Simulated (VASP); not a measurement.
**Ge under changes of volume**

One of the cells (18.345 Å³/atom); the others are scaled copies at fixed shape and fractional positions:

```xyz
2
Lattice="-2.5597 2.5597 1.3999 2.5597 -2.5597 1.3999 2.5597 2.5597 -1.3999" Properties=species:S:1:pos:R:3 pbc="T T T"
Ge    0.0000    0.0000    1.3999
Ge    2.5597    0.0000    0.7000
```

This isn't the form of Ge at room conditions, which is diamond.

| Item | Value |
| --- | --- |
| Program | VASP 6.6.1 |
| Functional | PBEsol |
| Potentials or basis | VASP PAW PBE potentials, release 64 (Ge_d) |
| Cutoff | 520 eV |
| k mesh | 10 × 10 × 10 |
| Occupations | fermi-dirac, width 0.05 eV |
| Spin | no spin polarisation |

```tsv
volume (Å³/atom)	energy over the lowest point (meV/atom)	pressure (GPa)
17.611	8.26	3.5
17.978	2.09	1.6
18.345	0.00	-0.1
18.712	1.56	-1.6
19.079	?	?
```

What does the run at 19.079 Å³/atom give?

Energy over the lowest point 6.40 meV/atom; pressure -2.9 GPa.

Worked out: A Birch-Murnaghan fit of order 2 (a polynomial in V^(-2/3)) to the other rows has its minimum at 18.37 Å³/atom with B0 = V·E''(V) = 80 GPa at fixed shape and positions, which overstates the stiffness. It gives 6.45 meV/atom at 19.079 Å³/atom, against the run's 6.40, and -dE/dV = -2.8 GPa, against -2.9.

Energies are extrapolated to zero smearing.

Caveats: the PAW data sets were made with another functional, which shifts forces and pressure a little.
